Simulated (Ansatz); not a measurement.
**BAs: vibrations at Γ and dielectric response**

How strongly does the known phase of BAs (F-43m) with 2 atoms a cell screen an electric field, and what charges do its ions carry when they move? Which modes has it at Γ?

Code: Ansatz 0.2.0. Linear response, PAW datasets, plane waves. (Simulation; spin polarisation is off.)

## (1) The cell

The cell was relaxed beforehand with PBEsol.

Space group F-43m (No. 216), cubic; conventional cell a = 4.768 Å, 13.55 Å³ an atom. Near B stand 4 As at 2.06 Å; near As stand 4 B at 2.06 Å.

Structure file:

```cif
data_structure
_symmetry_space_group_name_H-M 'F-43m'
_symmetry_Int_Tables_number 216
_cell_length_a 4.7676
_cell_length_b 4.7676
_cell_length_c 4.7676
_cell_angle_alpha 90.000
_cell_angle_beta 90.000
_cell_angle_gamma 90.000
_cell_volume 108.37
loop_
_atom_site_label
_atom_site_type_symbol
_atom_site_symmetry_multiplicity
_atom_site_Wyckoff_symbol
_atom_site_fract_x
_atom_site_fract_y
_atom_site_fract_z
_atom_site_occupancy
B1 B 4 a 0.00000 0.00000 0.00000 1
As1 As 4 d 0.25000 0.25000 0.75000 1
```

## (2) Phonons at Γ with PBEsol

The input, input.yaml:

```yaml
crystal:
  lattice:
    - [0.0, 2.3838188511, 2.3838188511]
    - [2.3838188511, 0.0, 2.3838188511]
    - [2.3838188511, 2.3838188511, 0.0]
  atoms:
    - { symbol: B, position: [0.0, 0.0, 0.0] }
    - { symbol: As, position: [0.25, 0.25, 0.25] }
kpoints:
  mp_grid: { grid: [8, 8, 8] }
hamiltonian:
  xc: pbesol
scf:
  occupations: { method: fixed }
phonons:
  method: dfpt
  dielectric: true
  qpoints: [[0, 0, 0]]
  rigid_motions: translations
```

Run with:

```bash
> ansatz run input.yaml --threads 1 --pin off --max-ram 2304MiB --backend cpu --events-out ev --progress --plain --runs-dir out
```

## (3) Field response with r2SCAN

The input, input.yaml:

```yaml
crystal:
  lattice:
    - [0.0, 2.3918698983, 2.3918698983]
    - [2.3918698983, 0.0, 2.3918698983]
    - [2.3918698983, 2.3918698983, 0.0]
  atoms:
    - { symbol: B, position: [0.0, 0.0, 0.0] }
    - { symbol: As, position: [0.25, 0.25, 0.25] }
kpoints:
  mp_grid: { grid: [8, 8, 8] }
hamiltonian:
  xc: r2scan
scf:
  occupations: { method: fixed }
dielectric: {}
```

## (4) Field response with PBE

Changes to input.yaml since step 3:

```diff
@@ -11,3 +11,3 @@
 hamiltonian:
-  xc: r2scan
+  xc: pbe
 scf:
```

Q: Predict the outcome of this session. Wanted: ε∞, PBEsol at the PBEsol cell; ε∞, r2SCAN at the r2SCAN cell; ε∞, PBE at the r2SCAN cell; Born charges; optical modes; highest mode with the LO–TO term; static dielectric constant.

**Answer**, as computed:

```
                                quantity                value
           ε∞, PBEsol at the PBEsol cell                 9.87
           ε∞, r2SCAN at the r2SCAN cell                 9.32
              ε∞, PBE at the r2SCAN cell                 9.79
Born charges (mean of the diagonal), PBE  B -0.49, As +0.49 e
                           optical modes             691 cm⁻¹
        highest mode with the LO–TO term             694 cm⁻¹
              static dielectric constant                 10.0
```

A mean ε∞ of 9.8 (PBE) means a refractive index near 3.13 below the gap. PBE screens more (9.79 for PBE, 9.32 for r2SCAN), in step with its smaller gap on the mesh (1.20 and 1.39 eV). The ions raise the dielectric constant from 9.9 to 10.0, which is little: the crystal is hardly polar. No mode at Γ is imaginary; other wave vectors weren't computed.

These are semilocal Kohn-Sham gaps, which aren't the measured quantity. Such gaps usually fall short of the measured ones.
